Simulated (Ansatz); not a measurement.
GeO$_{2}$:
```
CELL_PARAMETERS angstrom
      4.48717     0.00000     0.00000
      0.00000     4.48717     0.00000
      0.00000     0.00000     2.90504
ATOMIC_POSITIONS crystal
  Ge 0.50000 0.50000 0.50000
  Ge 0.00000 0.00000 0.00000
  O  0.69287 0.69287 0.00000
  O  0.30713 0.30713 0.00000
  O  0.80713 0.19287 0.50000
  O  0.19287 0.80713 0.50000
```

Relaxed with plane-wave PAW PBE (Ansatz code). Indices refer to the conventional cell of P4_2/mnm, a = b = 4.4872 Å, c = 2.9050 Å, α = β = γ = 90.00°.

Problem. Simulate the powder diffraction pattern (Cu Kα, λ = 1.54184 Å; lines above 1 %) up to 2θ = 90°.

Solution. Simulated powder pattern, Cu Kα, λ = 1.54184 Å (kinematic, ideal powder, no thermal factors, no anomalous dispersion; the 30 strongest lines at most, above 1 %, up to 2θ = 90°):

```tsv
2θ (°)	d (Å)	I/Imax (%)	hkl
28.12	3.173	100	(110)
36.86	2.439	62	(101)
40.19	2.244	16	(200)
42.18	2.143	7.9	(111)
45.18	2.007	3.0	(210)
55.67	1.651	62	(211)
58.15	1.586	16	(220)
64.11	1.453	7.5	(002)
65.82	1.419	12	(310)
70.86	1.330	20	(301)
71.42	1.321	13	(112)
78.43	1.219	5.4	(202)
84.74	1.144	9.6	(321)
86.82	1.122	3.9	(400)
```

Symmetry was held in the PBE relaxation.

Potentials: the later of the program's two PAW sets.
